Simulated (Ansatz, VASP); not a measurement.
This is a calculation of Cu for Ansatz 0.2.0.

The input input.yaml:

```yaml
crystal:
  lattice:
    - [2.550879256, 0.0, 0.0]
    - [-1.275439628, 2.2091262377, 0.0]
    - [0.0, 0.0, 4.1398073633]
  atoms:
    - { symbol: Cu, position: [0.6666666667, 0.3333333333, 0.75] }
    - { symbol: Cu, position: [0.3333333333, 0.6666666667, 0.25] }
kpoints:
  mp_grid: { grid: [12, 12, 7] }
scf:
  occupations: { method: fermi_dirac, width: 0.05 }
hamiltonian:
  xc: pbe
  pseudopotentials: { kind: all_electron, lapw: { basis_error: 0.0005 } }
output:
  forces: true
  stress: true
  eigenvalues: true
```

Potentials or basis: all-electron LAPW, scalar-relativistic.

Command:

```bash
$ ansatz run input.yaml --threads 1 --pin off --max-ram 3072MiB --backend cpu --events-out ev --progress --plain --runs-dir out
```

Task: Translate it to VASP 6.6.1. Potentials there: VASP PAW PBE potentials, release 64 (Cu).

Result: As run (the cutoff follows the program's own potentials):

INCAR

```
SYSTEM = Cu
PREC     = Accurate       ! precision mode
ENCUT    = 520            ! plane-wave cutoff, eV
EDIFF    = 1E-6           ! SCF threshold, eV
ISMEAR   = -1             ! smearing method
SIGMA    = 0.05           ! smearing width, eV
LREAL    = .FALSE.        ! projectors in reciprocal space
LASPH    = .TRUE.         ! aspherical terms in the spheres
NELM     = 100            ! most SCF steps
ALGO     = Normal         ! electronic algorithm
ISIF     = 2              ! what is computed and relaxed
LWAVE    = .FALSE.        ! write WAVECAR
LCHARG   = .FALSE.        ! write CHGCAR
GGA      = PE             ! functional
NBANDS   = 18             ! bands
```

Contents of KPOINTS:

```
Automatic mesh
0
G
  12 12 7
  0 0 0
```

Contents of POSCAR:

```
Cu
1.0
    2.5508792560      0.0000000000      0.0000000000
   -1.2754396280      2.2091262377      0.0000000000
    0.0000000000      0.0000000000      4.1398073633
Cu
2
Direct
    0.6666666667      0.3333333333      0.7500000000
    0.3333333333      0.6666666667      0.2500000000
```

Potentials or basis: VASP PAW PBE potentials, release 64 (Cu).

Command:

```bash
$ cat potpaw_PBE.64/Cu/POTCAR > POTCAR
$ mpirun -np 1 vasp_std > vasp.out
```

Both were run:

|  | VASP | Ansatz | Ansatz less VASP |
| --- | --- | --- | --- |
| gap on the k mesh at the Fermi level (eV) | none | none | - |
| pressure (GPa) | 4.8 | 4.0 | -0.76 |
| largest component of the traceless stress (GPa) | 0.13 | 0.21 | +0.083 |

A gap of «none» marks a metal or a gap that the smearing closes. Ansatz ran all-electron here, so the differences hold the error of VASP's frozen core and of both bases.
